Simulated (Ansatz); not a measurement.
**Relaxation of SnO2**

Method: DFT PBE, scalar-relativistic, plane waves, PAW in Ansatz. Run with 420 eV cutoff, 6×6×8 k-mesh, Gaussian smearing of 0.02 eV, no spin polarisation.

What was changed: relaxed at 5 GPa.

Command:

```bash
ansatz run input.yaml --threads 1 --pin off --max-ram 2560MiB --backend cpu --events-out ev --progress --plain --runs-dir out
```

Input:

```yaml
crystal:
  lattice:
    - [4.7774276547, 0.0, 0.0]
    - [0.0, 4.7778960275, 0.0]
    - [0.0, 0.0, 3.2138888052]
  atoms:
    - { symbol: Sn, position: [0.5, 0.5, 0.5] }
    - { symbol: Sn, position: [0.0, 0.0, 0.0] }
    - { symbol: O, position: [0.3062789839, 0.3063878403, 0.0] }
    - { symbol: O, position: [0.8062789839, 0.1936121597, 0.5] }
    - { symbol: O, position: [0.1937210161, 0.8063878403, 0.5] }
    - { symbol: O, position: [0.6937210161, 0.6936121597, 0.0] }
basis:
  ecutwfc: 420
kpoints:
  mp_grid: { grid: [6, 6, 8] }
hamiltonian:
  xc: pbe
scf:
  occupations: { method: gaussian, width: 0.02 }
output:
  forces: true
  stress: true
  eigenvalues: true
relax:
  adjacent_minimum: "off"
  f_tol: 0.008
  max_steps: 50
  cell: { stress_tol: 0.08, p_target: 5.0 }
```

F is the free energy. Steps run on the plane waves of an earlier cell, but the last one, and at times one on the way, on a freshly chosen basis, so a repeated geometry can differ a little in energy. The relaxation lowers the enthalpy F + PV at the target pressure, so F itself can rise.

Steps:

| step | F − F(1) (eV) | largest force component (eV/Å) | V (Å³/atom) | P (GPa) |
| --- | --- | --- | --- | --- |
| 1 | 0.0000 | 0.041 | 12.227 | 5.34 |
| 2 | -0.0027 | 0.032 | 12.240 | 4.99 |
| 3 | -0.0024 | 0.000 | 12.237 | 4.96 |
| 4 | -0.0026 | 0.000 | 12.237 | 4.97 |

Relaxed structure:

```
CELL_PARAMETERS angstrom
4.77279 0.00000 0.00000
0.00000 4.77299 0.00000
0.00000 0.00000 3.22290
ATOMIC_POSITIONS crystal
Sn 0.50000 0.50000 0.50000
Sn 0.00000 0.00000 0.00000
O 0.30601 0.30609 0.00000
O 0.80601 0.19391 0.50000
O 0.19399 0.80609 0.50000
O 0.69399 0.69391 0.00000
```

The structure is tetragonal, space group P4_2/mnm (No. 136). Conventional cell: a = 4.773 Å, b = 4.773 Å, c = 3.223 Å, α = 90.00°, β = 90.00°, γ = 90.00°. Sn (site symmetry mmm) is surrounded by 6 O at 2.07 to 2.08 Å. O (site symmetry m2m) has 3 Sn at 2.07 to 2.08 Å as nearest neighbours.

The run converged. Time: 38 s on 1 thread of Arm Neoverse V1, on a shared host, peak memory 0.43 GiB.